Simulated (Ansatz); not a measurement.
# AuCu: changing spin-orbit coupling

It takes space group R-3m (No. 166, trigonal). The conventional cell has a = 2.886 Å, b = 2.886 Å, c = 12.769 Å, α = 90.00°, β = 90.00°, γ = 120.00°. Au (site symmetry -3m) is surrounded by 6 Cu at 2.70 Å and 6 Au at 2.89 Å. Cu (site symmetry -3m) has 6 Au at 2.70 Å and 6 Cu at 2.89 Å as nearest neighbours.

The cell comes from a database or a generator and needn't be the stable form of this composition.

Kept alike: task band structure; functional PBEsol; k mesh 11 × 11 × 11; occupations fermi-dirac, width 0.05 eV. Program: Ansatz, Ansatz PAW, cutoff 420 eV. The mesh is that of the run's cell of 2 atoms.

| spin-orbit coupling | pressure (GPa) |
| --- | --- |
| off | -8.10 |
| on | -9.00 |

Pressure is positive in compression, with a Pulay correction for the finite cutoff. For a metal such a mesh leaves the last digits unconverged. All rows use potentials made for PBE.

**Question.** What does spin-orbit coupling change here?

**Answer.** The pressure runs from -9.00 (on) to -8.10 GPa (off).

Both pressures are negative, so the cell is stretched relative to its equilibrium volume at this level of theory and would tend to contract. Spin-orbit coupling strengthens that tendency, moving the pressure from -8.10 to -9.00 GPa, but most of the tension is already there without it. This suggests that the chosen volume, rather than spin-orbit coupling, is the main source of the stress; a cell taken from a functional that favours longer bonds would behave this way.

The added inward pull probably originates in gold, whose heavy nucleus splits the d states far more strongly than copper's does. The splitting raises part of the nearly filled d band towards the Fermi level, where it can mix more with the s and p states and add slightly to the cohesion. The sign of the shift implies a somewhat smaller equilibrium volume with the coupling on. Pressure averages the stress over all directions, however, so it doesn't show whether the contraction would fall mainly within the atomic layers or between them.
